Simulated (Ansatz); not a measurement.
CoO: iterations to self-consistency

Method: DFT PBEsol, scalar-relativistic, plane waves, PAW (Ansatz 0.2.0).

```cif
data_structure
_symmetry_space_group_name_H-M 'P 1'
_symmetry_Int_Tables_number 1
_cell_length_a 3.1976
_cell_length_b 3.1976
_cell_length_c 5.2287
_cell_angle_alpha 90.000
_cell_angle_beta 90.000
_cell_angle_gamma 120.000
_cell_volume 46.30
loop_
_atom_site_label
_atom_site_type_symbol
_atom_site_fract_x
_atom_site_fract_y
_atom_site_fract_z
_atom_site_occupancy
Co1 Co 0.00000 0.00000 0.00347 1
Co2 Co 0.33333 0.66667 0.50336 1
O1 O 0.00000 0.00000 0.37161 1
O2 O 0.33333 0.66667 0.87156 1
```

The plane-wave cutoff is 420 eV, the Γ-centred k-mesh is 18×18×8 and the occupation rule is Gaussian smearing, 0.1 eV. The list of starting moments (μB, in atom order) is -2.3 2.3 0.18 -0.18. The check for lower electronic states after the SCF is off.

Each run starts from superposed atomic densities and uses the program's default quasi-Newton mixer with a history of 8, at most 120 iterations and the default threshold on the density residual; only the mixing preconditioner differs.

Order these values of the mixing preconditioner from fewest iterations to most.
A. none
B. local-kerker
C. ldos
D. kerker

C (16 iterations), B (23 iterations), D (25 iterations), A (29 iterations).

```
mixing preconditioner iterations converged density residual (eV) at iterations 1, 3, 5
                 none          29        yes                                 5.3 0.49 4.2
               kerker          25        yes                                5.3 0.31 0.34
                 ldos          16        yes                              5.3 0.42 0.0049
         local-kerker          23        yes                                 5.3 0.19 0.2
```

This wurtzite form isn't the usual stable structure of the compound.

Cost: 4 runs of about 4.8 core-minutes in all, on Intel Xeon 6975P-C (Granite Rapids) (shared hosts).